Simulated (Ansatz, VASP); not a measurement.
One calculation of V, two programs

File INCAR:

```
ALGO = Normal ; EDIFF = 1E-8
ENCUT = 520 ; GGA = PE
ISIF = 2 ; ISMEAR = -1
ISPIN = 2 ; LASPH = T
LCHARG = F ; LEFG = T
LMAXMIX = 4 ; LORBIT = 11
LREAL = F ; LWAVE = F
MAGMOM = 1.5 1.5 ; NBANDS = 24
NELM = 150 ; PREC = Accurate
SIGMA = 0.08
```

File KPOINTS:

```
k-points
0
Gamma
  10 10 10
```

File POSCAR:

```
V
1.0
    0.0000000000      2.6871381687      2.6871381687
    2.6871381687      0.0000000000      2.6871381687
    2.6871381687      2.6871381687      0.0000000000
V
2
Direct
    0.0000000000      0.0000000000      0.0000000000
    0.2500000000      0.2500000000      0.2500000000
```

Input for Ansatz:

```yaml
crystal:
  lattice:
    - [0.0, 2.6871381687, 2.6871381687]
    - [2.6871381687, 0.0, 2.6871381687]
    - [2.6871381687, 2.6871381687, 0.0]
  atoms:
    - { symbol: V, position: [0.0, 0.0, 0.0], spin: 1.5 }
    - { symbol: V, position: [0.25, 0.25, 0.25], spin: 1.5 }
magnetization:
  spin_polarized: true
kpoints:
  mp_grid: { grid: [10, 10, 10] }
scf:
  occupations: { method: fermi_dirac, width: 0.08 }
hamiltonian:
  xc: pbe
  pseudopotentials: { kind: paw }
output:
  forces: true
  stress: true
  eigenvalues: true
  efg: { contact_densities: true }
```

Change from the starting cell: volume scaled by 0.95, PAW files.

Alike in both runs: task electric field gradients; functional PBE; k mesh 10 × 10 × 10; occupations fermi-dirac, width 0.08 eV; collinear spin.

```csv
,VASP,Ansatz
version,VASP 6.6.1,Ansatz 0.2.0
potentials or method,"VASP PAW PBE potentials, release 64 (V_sv)","PAW with Ansatz's default frozen-core files, scalar-relativistic"
plane-wave cutoff (eV),520,420
valence electrons in the cell,26,26
```

Ansatz gave:

```
pressure (GPa)                                                 : 3.3
net moment per atom (μB)                                       : 1.81
size of the moment on the site where the two differ most (μB)  : 1.38
Vzz of the field gradient on the site that differs most (V/Å²) : 0.0
```

Problem. Estimate VASP's values.

Solution. Pressure (GPa): 3.7; net moment per atom (μB): 1.81; size of the moment on the site where the two differ most (μB): 1.67; Vzz of the field gradient on the site that differs most (V/Å²): 0.0.

Site moments also hang on the region over which each program counts them. The functional is the same, so the differences come from potentials, cutoffs and numerics.
